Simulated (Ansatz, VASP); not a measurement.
**Two plane-wave programs on MoH4**

```xyz
5
Lattice="2.7895 0.0000 0.0000 0.0000 2.7895 0.0000 0.0000 0.0000 5.9325" Properties=species:S:1:pos:R:3 pbc="T T T"
H     1.3947    0.0000    1.2457
H     0.0000    1.3947    4.6868
H     1.3947    0.0000    4.6868
H     0.0000    1.3947    1.2457
Mo    0.0000    0.0000    0.0000
```

Change from the starting cell: ordered vacancies on the cation sites of fluorite (P4/mmm, No. 123).

Alike in both runs: functional PBE; k mesh 14 × 14 × 6; occupations gaussian, width 0.1 eV; no spin polarisation.

Ansatz relaxed the structure, and its values are those at the end. VASP's run is a single point on that final structure, the one shown.

```csv
,VASP,Ansatz
version,VASP 6.6.1,Ansatz 0.2.0
potentials or method,"VASP PAW PBE potentials, release 64 (H, Mo_sv)","scalar-relativistic, plane waves, PAW"
plane-wave cutoff (eV),520,420
valence electrons in the cell,18,18
```

|  | VASP | Ansatz | Ansatz less VASP |
| --- | --- | --- | --- |
| gap on the k mesh at the Fermi level (eV) | none | none | - |
| pressure (GPa) | 0.0 | 0.0 | +0.02 |

A gap of «none» marks a metal or a gap that the smearing closes. With one functional, cell and mesh, what is left measures potentials, basis and numerics.
